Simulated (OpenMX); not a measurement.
Write the native input for OpenMX 3.8.5 that does the following.

```yaml
Task: band structure
Functional: LDA
Potentials_or_basis: OpenMX 2013 LDA set, Nb7.0-s3p2d2, grid cutoff 400 Ry
k_mesh: 11 × 11 × 11
Occupations: fermi-dirac, width 0.05 eV
Spin: no spin polarisation
Mixing_scheme: rmm-diisk
SCF_threshold: 1e-08 Ha
Solver: band
Max_SCF_cycles: 100
```

Crystal: Nb.

```
Nb
1.0
    -1.66395    1.66395    1.66395
     1.66395   -1.66395    1.66395
     1.66395    1.66395   -1.66395
Nb
1
Direct
  0.00000 0.00000 0.00000
```

One way to write it, as run:

Nb.dat

```
System.CurrrentDirectory             ./
System.Name                          Nb
DATA.PATH                            ./DFT_DATA13
level.of.stdout                      1
level.of.fileout                     0
Species.Number                       1
<Definition.of.Atomic.Species
  Nb  Nb7.0-s3p2d2           Nb_CA13
Definition.of.Atomic.Species>

Atoms.Number                         1
Atoms.SpeciesAndCoordinates.Unit     FRAC
<Atoms.SpeciesAndCoordinates
    1  Nb    0.0000000000    0.0000000000    0.0000000000   6.500  6.500
Atoms.SpeciesAndCoordinates>

Atoms.UnitVectors.Unit               Ang
<Atoms.UnitVectors
    -1.6639500000    1.6639500000    1.6639500000
     1.6639500000   -1.6639500000    1.6639500000
     1.6639500000    1.6639500000   -1.6639500000
Atoms.UnitVectors>

scf.XcType                           LDA
scf.SpinPolarization                 off
scf.ElectronicTemperature            580.226
scf.energycutoff                     400.0
scf.maxIter                          100
scf.EigenvalueSolver                 band
scf.Kgrid                            11 11 11
scf.Mixing.Type                      rmm-diisk
scf.Init.Mixing.Weight               0.05
scf.Min.Mixing.Weight                0.001
scf.Max.Mixing.Weight                0.3
scf.Mixing.History                   25
scf.Mixing.StartPulay                8
scf.criterion                        1.0e-8
scf.stress.tensor                    on
MD.Type                              nomd
Band.dispersion                      on
Band.Nkpath                          6
<Band.kpath
   13   0.000000  0.000000  0.000000    0.500000 -0.500000  0.500000  G H
    9   0.500000 -0.500000  0.500000    0.000000  0.000000  0.500000  H N
    9   0.000000  0.000000  0.500000    0.000000  0.000000  0.000000  N G
   11   0.000000  0.000000  0.000000    0.250000  0.250000  0.250000  G P
   11   0.250000  0.250000  0.250000    0.500000 -0.500000  0.500000  P H
    6   0.250000  0.250000  0.250000    0.000000  0.000000  0.500000  P N
Band.kpath>
```

Potentials or basis: OpenMX 2013 LDA set, Nb7.0-s3p2d2, grid cutoff 400 Ry.

Launch:

```bash
$ openmx Nb.dat -nt 1 > Nb.std
```

It gave:

| Property | Result |
| --- | --- |
| Pressure | -9.5 GPa |
| Band gap along the path | none (metal or under the smearing width) |

Caveat: the basis of atomic orbitals isn't converged, which shifts pressures, moduli and gaps.

Run time: 37 s on 1 thread of Arm Neoverse V1 (shared host), peak memory 0.4 GiB.
